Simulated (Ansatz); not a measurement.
## Relaxation path: Si$_{2}$Ni (fluorite type)

DFT, PBE, PAW with Ansatz's default frozen-core files, scalar-relativistic (Ansatz 0.2.0); a Γ-centred 11×11×11 k mesh, Fermi–Dirac smearing of 0.1 eV, no spin polarisation. The run relaxes cell and atoms at a target pressure of 0 GPa.

Command: `ansatz run input.yaml --threads 2 --pin off --max-ram 5120MiB --backend cpu --events-out ev --progress --plain --runs-dir out` It took 11 s on 2 threads of Intel(R) Xeon(R) Processor @ 2.50GHz (Skylake/Cascade Lake), on a shared host, peak memory 0.38 GiB.

```yaml
crystal:
  lattice:
    - [0.0, 2.6586821493, 2.6586821493]
    - [2.6586821493, 0.0, 2.6586821493]
    - [2.6586821493, 2.6586821493, 0.0]
  atoms:
    - { symbol: Ni, position: [0.0, 0.0, 0.0] }
    - { symbol: Si, position: [0.25, 0.25, 0.25] }
    - { symbol: Si, position: [0.75, 0.75, 0.75] }
kpoints:
  mp_grid: { grid: [11, 11, 11] }
scf:
  occupations: { method: fermi_dirac, width: 0.1 }
hamiltonian:
  xc: pbe
  pseudopotentials: { kind: paw }
output:
  forces: true
  stress: true
relax:
  f_tol: 0.005
  max_steps: 40
  cell: {}
```

Each step lists its free energy a cell above the last geometry, the pressure, the cell vectors (Å), and Cartesian positions (Å) with forces (eV/Å).

The first step:

```
step 1  dF = 97.94 meV  P = 12.22 GPa
  cell 0.0000 2.6587 2.6587  2.6587 0.0000 2.6587  2.6587 2.6587 0.0000
  Ni 0.0000 0.0000 0.0000   0.0000 0.0000 0.0000
  Si 1.3293 1.3293 1.3293   0.0000 0.0000 0.0000
  Si 3.9880 3.9880 3.9880   0.0000 0.0000 0.0000
```

Spin polarisation is left out, though a magnetic state may lie lower.

The symmetry of the start is kept and no stability test is made, so the end need not be the stable phase.

Q: Where does the relaxation end, and by which steps?

A: After 4 geometries, with conventional a, b, c = 5.445, 5.445, 5.445 Å, at 13.451 Å³/atom (+7.36 % against the start) in space group Fm-3m, with a shortest distance of 2.358 Å. The further steps:
```
step 2  dF = 22.37 meV  P = 5.49 GPa
  cell 0.0000 2.6911 2.6911  2.6911 0.0000 2.6911  2.6911 2.6911 0.0000
  Ni 0.0000 0.0000 0.0000   0.0000 0.0000 0.0000
  Si 1.3456 1.3456 1.3456   0.0000 0.0000 0.0000
  Si 4.0367 4.0367 4.0367   0.0000 0.0000 0.0000
step 3  dF = 0.24 meV  P = 0.58 GPa
  cell 0.0000 2.7188 2.7188  2.7188 0.0000 2.7188  2.7188 2.7188 0.0000
  Ni 0.0000 0.0000 0.0000   0.0000 0.0000 0.0000
  Si 1.3594 1.3594 1.3594   0.0000 0.0000 0.0000
  Si 4.0782 4.0782 4.0782   0.0000 0.0000 0.0000
step 4  dF = 0.00 meV  P = 0.01 GPa
  cell 0.0000 2.7224 2.7224  2.7224 0.0000 2.7224  2.7224 2.7224 0.0000
  Ni 0.0000 0.0000 0.0000   0.0000 0.0000 0.0000
  Si 1.3612 1.3612 1.3612   0.0000 0.0000 0.0000
  Si 4.0835 4.0835 4.0835   0.0000 0.0000 0.0000
step 5  dF = -1.17 meV  P = 0.04 GPa  (same geometry on a basis chosen anew; earlier energies don't compare to the last digit)
  cell 0.0000 2.7224 2.7224  2.7224 0.0000 2.7224  2.7224 2.7224 0.0000
  Ni 0.0000 0.0000 0.0000   0.0000 0.0000 0.0000
  Si 1.3612 1.3612 1.3612   0.0000 0.0000 0.0000
  Si 4.0835 4.0835 4.0835   0.0000 0.0000 0.0000
```
